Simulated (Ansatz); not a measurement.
## RbBr: a fit and a missing row

RbBr, Fm-3m, a = 7.017 Å. Ansatz: PBE, PAW, 420 eV, Γ-centred 6×6×6 mesh on 2 atoms, Gaussian smearing 0.02 eV; no spin polarisation. Symmetry fixes shape and atoms, so the cell is only scaled; pressure is positive in compression.

```
V (Å³/atom) P (GPa)
     38.011     2.09
     39.307     1.42
     40.603     0.86
     41.899     0.39
     43.195     0.00
     44.491    -0.32
     45.786        ?
     47.514    -0.89
```

Q: Take V0 = 43.195 Å³/atom, fit the third-order Birch–Murnaghan form to the other rows, and predict the missing pressure.

A: With the Eulerian strain f = ½[(V0/V)^(2/3) − 1] and y = P/[3f(1 + 2f)^(5/2)], the form is the line y = B0 + 1.5 B0 (B0′ − 4) f. Rows (f, y): 0.04449, 12.65; 0.03245, 12.46; 0.02106, 12.28; 0.01026, 12.04; -0.00976, 11.48; -0.03078, 11.30. Means f = 0.01129, y = 12.035; Σ(Δf)² = 0.003859, ΣΔfΔy = 0.07440; the slope is their ratio. y = 11.82 + 19.28 f GPa, so B0 = 11.8 GPa and B0′ = 4 + 2 × (19.28)/(3 × 11.82) = 5.09. At V = 45.786, f = -0.01905, y = 11.453 and P = -0.59 GPa. The run gave -0.60 GPa, so the fit is 0.01 GPa too high, a small miss on the scale of the series.